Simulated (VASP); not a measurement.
Wanted: the native input for a VASP 6.6.1 run.

| Item | Value |
| --- | --- |
| Task | relaxation of cell and atoms |
| Functional | PBE |
| Potentials or basis | VASP PAW PBE potentials, release 64 (W_sv) |
| Cutoff | 600 eV |
| k mesh | 12 × 12 × 12 |
| Occupations | fermi-dirac, width 0.05 eV |
| Spin | no spin polarisation |
| Further INCAR settings | ALGO = Normal; EDIFF = 1e-06; IBRION = 2; EDIFFG = -0.005; NSW = 40; ISIF = 3 |

The structure of W lies in POSCAR:

```
W
1.0
   -1.5823450000      1.5823450000      1.5823450000
    1.5823450000     -1.5823450000      1.5823450000
    1.5823450000      1.5823450000     -1.5823450000
W
1
Direct
    0.0000000000      0.0000000000      0.0000000000
```

These files were run (other wordings do the same):

INCAR

```
  PREC = Accurate
  ENCUT = 600
  EDIFF = 1E-6
  ISMEAR = -1
  SIGMA = 0.05
  LREAL = F
  LASPH = T
  NELM = 80
  ALGO = Normal
  ISIF = 3
  LWAVE = F
  LCHARG = F
  GGA = PE
  IBRION = 2
  NSW = 40
  EDIFFG = -0.005
```

KPOINTS

```
regular mesh
0
Gamma
  12 12 12
```

Potentials or basis: VASP PAW PBE potentials, release 64 (W_sv).

Run with:

```console
$ cat potpaw_PBE.64/W_sv/POTCAR > POTCAR
$ mpirun -np 1 vasp_std > vasp.out
```

It gave:

```
Relaxed volume                         : 16.18 Å³/atom
Relaxed cell                           : a = 2.760 Å, b = 2.760 Å, c = 2.760 Å, α = 109.47°, β = 109.47°, γ = 109.47°
Space group after relaxing (to 0.05 Å) : Im-3m (No. 229)
Energy gained by relaxing              : 6.5 meV/atom
Ionic steps                            : 4
Pressure after relaxing                : 0.0 GPa
Band gap on the k mesh                 : none (metal or under the smearing width)
```

It took 19 s on 1 thread of Intel(R) Xeon(R) Platinum 8488C (Sapphire Rapids) (shared host), peak memory 0.16 GiB.
